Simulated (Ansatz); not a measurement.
Calculated field gradients at the nuclei for Ge

The cell is a COD entry, atoms as given.

```cif
data_Ge
_symmetry_space_group_name_H-M 'P4_32_12'
_symmetry_Int_Tables_number 96
_cell_length_a 5.9164
_cell_length_b 5.9164
_cell_length_c 6.9555
_cell_angle_alpha 90.000
_cell_angle_beta 90.000
_cell_angle_gamma 90.000
loop_
_atom_site_label
_atom_site_type_symbol
_atom_site_symmetry_multiplicity
_atom_site_Wyckoff_symbol
_atom_site_fract_x
_atom_site_fract_y
_atom_site_fract_z
Ge1 Ge 8 b 0.1750 0.3690 0.2580
Ge9 Ge 4 a 0.0900 0.0900 0.0000
```

One atom of each set is listed.

Computed with Ansatz: DFT, PBE, plane waves and PAW (field gradients read without the response of the frozen cores, which leaves them typically 4 to 6 % off), scalar-relativistic, 420 eV cutoff, Γ-centred 6×6×5 k-points, Fermi–Dirac smearing 0.05 eV.

V_zz is the principal component of the electric field gradient with the largest magnitude, η = (V_xx − V_yy)/V_zz and C_Q = eQV_zz/h.

⁷³Ge: I = 9/2, Q = -196.0 mb. Nuclear quadrupole moments: year-2017 set (Pyykkö).

| site | atoms | first shell | V_zz (10²¹ V/m²) | η | C_Q (MHz) |
| --- | --- | --- | --- | --- | --- |
| Ge1 | 8 | 4 Ge at 2.47–2.52 Å | 5.79 | 0.75 | -27.4 |
| Ge9 | 4 | 4 Ge at 2.47–2.49 Å | 4.29 | 0.71 | -20.3 |

With a gap of 0.5 eV on this mesh, the gradients can still move by some per cent as the k-mesh gets denser.
